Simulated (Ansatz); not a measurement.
**Relaxation path: TePb**

DFT, PBEsol, PAW with Ansatz's default frozen-core files, scalar-relativistic (Ansatz 0.2.0); a Γ-centred 10×10×10 k mesh, Fermi–Dirac smearing of 0.05 eV, no spin polarisation. The run relaxes cell and atoms at a target pressure of 0 GPa.

Command: `ansatz run input.yaml --threads 1 --pin off --max-ram 2048MiB --backend cpu --events-out ev --progress --plain --runs-dir out` It took 11 s on 1 thread of Arm Neoverse V2 (shared host), peak memory 0.37 GiB.

PAW: frozen-core files, cutoff 420 eV; forces are relaxed below 0.005 eV/Å.

Each step lists its free energy a cell above the last geometry, the pressure, the cell vectors (Å), and Cartesian positions (Å) with forces (eV/Å).

The first step:

```
step 1  dF = 42.91 meV  P = -2.88 GPa
  cell 4.0023 0.0000 0.0000  0.0000 4.0023 0.0000  0.0000 0.0000 4.0023
  Te 2.0011 2.0011 2.0011   0.0000 0.0000 0.0000
  Pb 0.0000 0.0000 0.0000   0.0000 0.0000 0.0000
```

Spin–orbit coupling is left out, which matters for the heavy atoms. The PAW files were made under PBE.

Q: Where does the relaxation end, and by which steps?

A: After 2 geometries, with conventional a, b, c = 3.907, 3.907, 3.907 Å, at 29.825 Å³/atom (-6.96 % against the start) in space group Pm-3m, with a shortest distance of 3.384 Å. The further steps:
```
step 2  dF = 0.00 meV  P = 0.03 GPa
  cell 3.9072 0.0000 0.0000  0.0000 3.9072 0.0000  0.0000 0.0000 3.9072
  Te 1.9536 1.9536 1.9536   0.0000 0.0000 0.0000
  Pb 0.0000 0.0000 0.0000   0.0000 0.0000 0.0000
step 3  dF = 0.64 meV  P = 0.03 GPa  (same geometry on a basis chosen anew; earlier energies don't compare to the last digit)
  cell 3.9072 0.0000 0.0000  0.0000 3.9072 0.0000  0.0000 0.0000 3.9072
  Te 1.9536 1.9536 1.9536   0.0000 0.0000 0.0000
  Pb 0.0000 0.0000 0.0000   0.0000 0.0000 0.0000
```
